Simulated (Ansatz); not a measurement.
# Structure types of Rh compared at 26 GPa

Structure types of Rh are relaxed in primitive cells with their symmetry kept at 26 GPa, first on PAW files, then by LAPW. The enthalpy is E + pV at zero temperature, without zero-point motion. Only the types listed were tried, and differences under about 5 meV/atom are mesh noise.

Level of theory: DFT with PBE, scalar-relativistic, in Ansatz 0.2.0; Fermi–Dirac smearing of 0.05 eV, no spin polarisation. LAPW: all electrons, basis error target 0.5 meV/atom; PAW: frozen-core files, cutoff 420 eV.

k meshes: fcc 18×18×18, bcc 18×18×18, hcp 17×17×9, diamond 13×13×13, omega 9×9×12, sc 16×16×16.

Question: Which type is lowest in enthalpy, and by how much?

Answer: fcc, 46 meV/atom below hcp. The whole table:

| start type | ends as | a, b, c (Å) | V (Å³/atom) | H − H(lowest), LAPW (meV/atom) | same, PAW |
| --- | --- | --- | --- | --- | --- |
| fcc | fcc, Fm-3m | 3.727, 3.727, 3.727 | 12.94 | 0.0 | 0.0 |
| bcc | bcc, Im-3m | 2.981, 2.981, 2.981 | 13.24 | 414.1 | 413.8 |
| hcp | hcp, P6_3/mmc | 2.648, 2.648, 4.274 | 12.98 | 45.6 | 45.7 |
| diamond | diamond, Fd-3m | 5.260, 5.260, 5.260 | 18.19 | 2076.1 | 2072.5 |
| omega | omega, P6/mmm | 4.217, 4.217, 2.578 | 13.24 | 281.9 | 282.1 |
| sc | sc, Pm-3m | 2.446, 2.446, 2.446 | 14.64 | 1113.2 | 1111.7 |

Question: Split the lead of fcc over hcp into energy and pV.

Answer: For hcp less fcc: ΔE = +39.0 meV/atom, and p·ΔV = 26 GPa × +0.0408 Å³ × 6.242 meV/(GPa·Å³) = +6.6 meV/atom, together 45.6 meV/atom. fcc wins on both counts.
